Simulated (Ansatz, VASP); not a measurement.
# CoSi2 (CoSi2 strained to the junction's net): VASP beside Ansatz, part 2 of 2

One calculation is typed for both programs; each brings its own data sets. How far apart do they land? The cell is generated by rule, not measured, and may not be a known phase. Of the first pair: The structure shown is the start of the Ansatz relaxation below; VASP solves that cell, so the two are compared at the walk's first step.

VASP 6.6.1 and Ansatz 0.2.0.

So far: Starting point; Ansatz: relaxation, PBE; VASP: single point, PBE, start cell, pair 1.

## (3) VASP: single point, PBE, start cell, pair 1 (continued)

Level of this step: PBE, no spin polarisation; plane waves and PAW (Si, Co); invented cell (VASP).

Numbers of over 12 decimals in the logs are rounded to 6 here.

From OUTCAR (step 3):

```text
ion  position               nearest neighbor table
   1  0.000  0.000  0.000-   9 2.28   7 2.37   7 2.37   7 2.37   2 2.71   2 2.71   2 2.71   6 2.71
                             6 2.71   6 2.71
   2  0.333  0.667  0.167-   8 2.28   7 2.37   7 2.37   7 2.37   1 2.71   1 2.71   1 2.71   3 2.71
                             3 2.71   3 2.71
   3  0.667  0.333  0.333-   7 2.28   8 2.37   8 2.37   8 2.37   4 2.71   4 2.71   4 2.71   2 2.71
                             2 2.71   2 2.71
   4  0.000  0.000  0.500-   9 2.28   8 2.37   8 2.37   8 2.37   3 2.71   3 2.71   3 2.71   5 2.71
                             5 2.71   5 2.71
   5  0.333  0.667  0.667-   8 2.28   9 2.37   9 2.37   9 2.37   6 2.71   6 2.71   6 2.71   4 2.71
                             4 2.71   4 2.71
   6  0.667  0.333  0.833-   7 2.28   9 2.37   9 2.37   9 2.37   5 2.71   5 2.71   5 2.71   1 2.71
                             1 2.71   1 2.71
   7  0.667  0.333  0.083-   3 2.28   6 2.28   1 2.37   2 2.37   1 2.37   2 2.37   2 2.37   1 2.37

  LATTYP: Found a hexagonal cell.
 ALAT       =     3.8960000000
 C/A-ratio  =     2.3362933778

 Subroutine GETGRP returns: Found 12 space group operations
 (whereof  6 operations were pure point group operations)

The static configuration has the point symmetry C_3v.
 The point group associated with its full space group is D_3d.

 Found     50 irreducible k-points:

   k-points           NKPTS =     50   k-points in BZ     NKDIM =     50   number of bands    NBANDS=     34

   dimension x,y,z NGX =    30 NGY =   30 NGZ =   70
   dimension x,y,z NGXF=    60 NGYF=   60 NGZF=  140

   ENCUT  =  520.0 eV  38.22 Ry    6.18 a.u.   7.24  7.24 16.92*2*pi/ulx,y,z

   NELECT =      51.0000    total number of electrons

 k-points in reciprocal lattice and weights: Automatic mesh
   0.00000000  0.00000000  0.00000000       0.002
   0.08333333 -0.00000000  0.00000000       0.014
   0.16666667  0.00000000  0.00000000       0.014
   0.25000000  0.00000000  0.00000000       0.014
   0.33333333  0.00000000  0.00000000       0.014
   0.41666667 -0.00000000  0.00000000       0.014
   0.50000000  0.00000000  0.00000000       0.007
   0.08333333  0.08333333  0.00000000       0.014
   0.16666667  0.08333333  0.00000000       0.028
[...]
-0.25000000 -0.41666667  0.33333333       0.028
   0.33333333  0.33333333  0.33333333       0.009

 average (electrostatic) potential at core
       1 -80.0008       2 -80.0008       3 -80.0008       4 -80.0008       5 -80.0008
       6 -80.0008       7 -78.7058       8 -78.7058       9 -78.7058

 E-fermi :   9.5853

 k-point     1 :       0.0000    0.0000    0.0000
  band No.  band energies     occupation
    ...
     16       7.6456      2.00000
     17       7.8073      2.00000
     18       7.8073      2.00000
     19       7.9350      2.00000
     20       7.9350      2.00000
     21       9.8759      0.10365
     22       9.8759      0.10365
     23       9.8759      0.10365
     24       9.8759      0.10365
     25       9.8905      0.09026
    ...

 k-point     2 :       0.0833   -0.0000    0.0000
  band No.  band energies     occupation
    ...
     18       7.8889      2.00000
     19       7.8999      2.00000
     20       7.9349      2.00000
     21       9.2716      1.91678
     22       9.3944      1.74179
     23       9.9049      0.07859
     24       9.9910      0.03401
     25      10.1544      0.00673
     26      11.5342      0.00000
     27      11.5928      0.00000
    ...

 k-point     3 :       0.1667    0.0000    0.0000
  band No.  band energies     occupation
    ...
     19       8.0365      2.00000
     20       8.0672      2.00000
     21       8.7863      1.99932
     22       8.8912      1.99807
     23       9.4912      1.43845
     24       9.8155      0.18193
     25      10.0945      0.01222
     26      10.8461      0.00001
     27      11.0004      0.00000
     28      11.2782      0.00000
    ...

  Total       -7.5808123     -7.5808124      2.9295255      0.0000000      0.0000000      0.0000000
  in kB     -101.5106168   -101.5106184     39.2277142      0.0000000      0.0000000      0.0000000
  external PRESSURE =     -54.5978404 kB  Pullay stress =       0.0000000 kB

  energy-cutoff  :      520.00
  volume of cell :      119.65
      direct lattice vectors                 reciprocal lattice vectors
     3.896000000  0.000000000  0.000000000     0.256673511  0.148190520  0.000000000
    -1.948000000  3.374035000  0.000000000     0.000000000  0.296381039  0.000000000
     0.000000000  0.000000000  9.102199000     0.000000000  0.000000000  0.109863562

 POSITION                                       TOTAL-FORCE (eV/Angst)
 -----------------------------------------------------------------------------------
      0.00000      0.00000      0.00000        -0.000000      0.000000      0.457870
     -0.00000      2.24936      1.51703         0.000000     -0.000000     -0.457870
      1.94800      1.12468      3.03407        -0.000000      0.000000      0.457870
      0.00000      0.00000      4.55110         0.000000     -0.000000     -0.457870
     -0.00000      2.24936      6.06813        -0.000000      0.000000      0.457870
      1.94800      1.12468      7.58517         0.000000      0.000000     -0.457870
      1.94800      1.12468      0.75852        -0.000000     -0.000000      0.000000
     -0.00000      2.24936      3.79258        -0.000000     -0.000000      0.000000
      0.00000      0.00000      6.82665        -0.000000     -0.000000      0.000000
 -----------------------------------------------------------------------------------
    total drift:                               -0.000000      0.000000     -0.000000

  FREE ENERGIE OF THE ION-ELECTRON SYSTEM (eV)
  ---------------------------------------------------
  free  energy   TOTEN  =       -57.7182110904 eV

  energy  without entropy=      -57.6137697157  energy(sigma->0) =      -57.66599040

 total charge
# of ion       s       p       d       tot
------------------------------------------
    1        0.720   0.848   0.000   1.568
    2        0.720   0.848   0.000   1.568
    3        0.720   0.848   0.000   1.568
    4        0.720   0.848   0.000   1.568
    5        0.720   0.848   0.000   1.568
    6        0.720   0.848   0.000   1.568
    7        0.523   0.676   7.561   8.760
    8        0.523   0.676   7.561   8.760
    9        0.523   0.676   7.561   8.760
--------------------------------------------------
tot          5.891   7.117  22.682  35.690

[... 3 further parts left out ...]
```

This run has no spin polarisation, so a moment on Co, if there is one, isn't seen. Its electron count is odd, so without a moment it is a metal by construction.

## (4) Side by side

Known differences besides the potentials themselves: the data sets hold 75 valence electrons in Ansatz (on its default PAW (the set named soft_2) files) and 51 in VASP; the cutoff is 420 eV in Ansatz and 520 eV in VASP. Total energies have different zeros and are not compared.

Forces (eV/Å; atoms numbered as in POSCAR):

| atom | Ansatz x, y, z | VASP x, y, z |
| --- | --- | --- |
| Si1 | 0.000, 0.000, 0.459 | 0.000, 0.000, 0.458 |
| Si2 | 0.000, 0.000, -0.459 | 0.000, 0.000, -0.458 |
| Si3 | 0.000, 0.000, 0.459 | 0.000, 0.000, 0.458 |
| Si4 | 0.000, 0.000, -0.459 | 0.000, 0.000, -0.458 |
| Si5 | 0.000, 0.000, 0.459 | 0.000, 0.000, 0.458 |
| Si6 | 0.000, 0.000, -0.459 | 0.000, 0.000, -0.458 |
| Co7 | 0.000, 0.000, 0.000 | 0.000, 0.000, 0.000 |
| Co8 | 0.000, 0.000, 0.000 | 0.000, 0.000, 0.000 |
| Co9 | 0.000, 0.000, 0.000 | 0.000, 0.000, 0.000 |

The forces differ by 0.3 meV/Å r.m.s., which is 0.1 % of the r.m.s. force of 0.216 eV/Å (both taken over all components).

## (5) Ansatz: relaxation, PBE

This run makes the geometry at which the two programs are then compared. The cell compared in this pair holds 119.90 Å³, against 119.65 Å³ for the pair before.

The structure compared here is the end of the Ansatz relaxation.

This is the run of step 2 again, met here at its other cell.

## (6) VASP: single point, PBE, cell relaxed in part, pair 2

The same cell, functional, mesh and smearing now go to VASP, with its own data sets.

File INCAR:

```
SYSTEM = CoSi2
PREC = Accurate
ENCUT = 600
EDIFF = 1E-06
NELM = 120
ISMEAR = -1
SIGMA = 0.1
LREAL = .FALSE.
ALGO = Normal
GGA = PE
NBANDS = 34
LASPH = .TRUE.
LORBIT = 11
LWAVE = .FALSE.
LCHARG = .FALSE.
ISIF = 2
GGA_COMPAT = .FALSE.
KPAR = 2
```

File POSCAR:

```
CoSi2
1.0
    3.8960000000      0.0000000000      0.0000000000
   -1.9480000000      3.3740349731      0.0000000000
    0.0000000000      0.0000000000      9.1211010682
Si Co
6 3
Direct
    0.0000000000      0.0000000000      0.0041953880
    0.3333333333      0.6666666667      0.1624712786
    0.6666666667      0.3333333333      0.3375287214
    0.0000000000      0.0000000000      0.4958046120
    0.3333333333      0.6666666667      0.6708620547
    0.6666666667      0.3333333333      0.8291379453
    0.6666666667      0.3333333333      0.0833333333
    0.3333333333      0.6666666667      0.4166666667
    0.0000000000      0.0000000000      0.7500000000
```

File KPOINTS:

```
Automatic mesh
0
Gamma
12 12 3
0 0 0
```

The projector-augmented-wave data sets are Si and Co (PBE family, release 64).

On the command line:

```bash
$ mpirun -np 2 vasp_std
```

The log of the run:

```text
[... set-up lines as in an earlier step ...]
 entering main loop
       N       E                     dE             d eps       ncg     rms          rms(c)
DAV:   1     0.342563132042E+03    0.34256E+03   -0.22921E+04  3400   0.168E+03
DAV:   2    -0.320234592306E+02   -0.37459E+03   -0.35964E+03  3400   0.361E+02
DAV:   3    -0.608377100585E+02   -0.28814E+02   -0.27402E+02  4160   0.114E+02
DAV:   4    -0.620404186344E+02   -0.12027E+01   -0.11904E+01  4264   0.220E+01
[...]
DAV:  14    -0.577725089475E+02    0.88211E-04   -0.44310E-04  4866   0.175E-01    0.206E-02
DAV:  15    -0.577725113295E+02   -0.23819E-05   -0.22894E-05  3958   0.389E-02    0.209E-02
DAV:  16    -0.577725107633E+02    0.56613E-06   -0.82405E-07  2252   0.829E-03
   1 F= -.57772511E+02 E0= -.57719405E+02  d E =-.106212E+00
```

Parts of OUTCAR (step 6):

```text
  Total       -6.8819654     -6.8819654     -0.2005615      0.0000000     -0.0000000     -0.0000000
  in kB      -91.9617595    -91.9617595     -2.6800472      0.0000000     -0.0000000     -0.0000000
  external PRESSURE =     -62.2011887 kB  Pullay stress =       0.0000000 kB

 POSITION                                       TOTAL-FORCE (eV/Angst)
 -----------------------------------------------------------------------------------
      0.00000      0.00000      0.03827         0.000000      0.000000      0.001593
     -0.00000      2.24936      1.48192        -0.000000      0.000000     -0.001593
      1.94800      1.12468      3.07863         0.000000     -0.000000      0.001593
      0.00000      0.00000      4.52228        -0.000000      0.000000     -0.001593
     -0.00000      2.24936      6.11900         0.000000      0.000000      0.001593
      1.94800      1.12468      7.56265         0.000000     -0.000000     -0.001593
      1.94800      1.12468      0.76009        -0.000000      0.000000     -0.000000
     -0.00000      2.24936      3.80046        -0.000000     -0.000000     -0.000000
      0.00000      0.00000      6.84083         0.000000      0.000000     -0.000000
 -----------------------------------------------------------------------------------
    total drift:                                0.000000     -0.000000      0.000000

  FREE ENERGIE OF THE ION-ELECTRON SYSTEM (eV)
  ---------------------------------------------------
  free  energy   TOTEN  =       -57.7725107633 eV

  energy  without entropy=      -57.6662985659  energy(sigma->0) =      -57.71940466

[... 1 part as in an earlier step ...]

[... 2 further parts left out ...]
[key lines of the parts left out:]
E-fermi :   9.5624
```

The run ends at a pressure of -6.22 GPa, with forces up to 0.0016 eV/Å.

## (7) Comparison

What differs besides the data sets and the points named for the pairs above, as far as they apply: the data sets hold 75 valence electrons in Ansatz (on its default PAW (the set named soft_2) files) and 51 in VASP; the cutoff is 420 eV in Ansatz and 600 eV in VASP; Ansatz's pressure holds a Pulay correction, VASP's none. Total energies have different zeros and are not compared.

The two programs side by side:

| quantity | Ansatz | VASP | difference |
| --- | --- | --- | --- |
| pressure (GPa) | -5.99 | -6.22 | +0.23 |

## (8) Results

```
r.m.s. force difference (single point, PBE, start cell, pair 1)          : 0.14 % of the r.m.s. force
difference in pressure (single point, PBE, cell relaxed in part, pair 2) : 0.23 GPa
```

In words: The difference in pressure is 0.23 GPa (single point, PBE, cell relaxed in part, pair 2), within the 1 GPa picked in this series as the mark of a large difference. The data sets hold unlike numbers of valence electrons (75 in Ansatz and 51 in VASP), so part of the differences may come from the potentials. How closely two codes agree says nothing of how well the functional describes the real material.

[Lines on the potential files, build, host, timing and source positions are cut from VASP's logs without a mark.]

[Logs are printed without paths, hosts, clocks, repeated set-up lines and the standing remarks that a program may print on its own settings, such as how far it seeks lower states.]

[Hosts, paths, dates, database ids (printed as entryN), source tags and the programs' standing remarks are cut or masked in the printed files.]
